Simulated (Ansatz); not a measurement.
Runs of Ansatz 0.2.0 on Pb. The typed cell holds 1 atom: a = 3.476 Å, b = 3.523 Å, c = 3.499 Å, α = 59.64°, β = 59.57°, γ = 60.06°. 

| task | level | spin | cell | k mesh | points for each segment of the path | gap on the mesh (eV) | pressure (GPa) |
| --- | --- | --- | --- | --- | --- | --- | --- |
| relaxation of cell and atoms | RPBE | off | relaxed from: cell sheared at random, sigma 0.01, atoms nudged by 0.01 Å | 9 × 9 × 9 | - | none | 0.0 |
| band structure | PBEsol | SOC, no magnetisation | cell sheared at random, sigma 0.01, atoms nudged by 0.01 Å | 7 × 7 × 7 | 14 | none | 0.2 |
| band structure | revPBE | off | cell sheared at random, sigma 0.01, atoms nudged by 0.01 Å | 9 × 9 × 9 | 14 | none | (a) |
| band structure | RPBE | off | cell sheared at random, sigma 0.01, atoms nudged by 0.01 Å | 9 × 9 × 9 | 14 | none | 4.2 |

Alike in all rows: potentials or basis Ansatz PAW; cutoff (eV) 420; smearing fermi-dirac 0.05 eV.

Fill in the values left out.

(a) 3.8.

Caveats: the PAW data sets come from PBE, with cores solved anew for the run's functional, which leaves a small shift of forces and pressure; spin-orbit coupling is left out, which moves the levels of the heavy elements (some runs); the plane-wave basis is chosen anew once the cell has moved, so the energies of steps on either side of that aren't comparable (some runs).

A k mesh can miss the band edges, and rows without SOC leave out spin-orbit coupling on Pb.

A gap of «none» marks a metal or a gap under the smearing width.
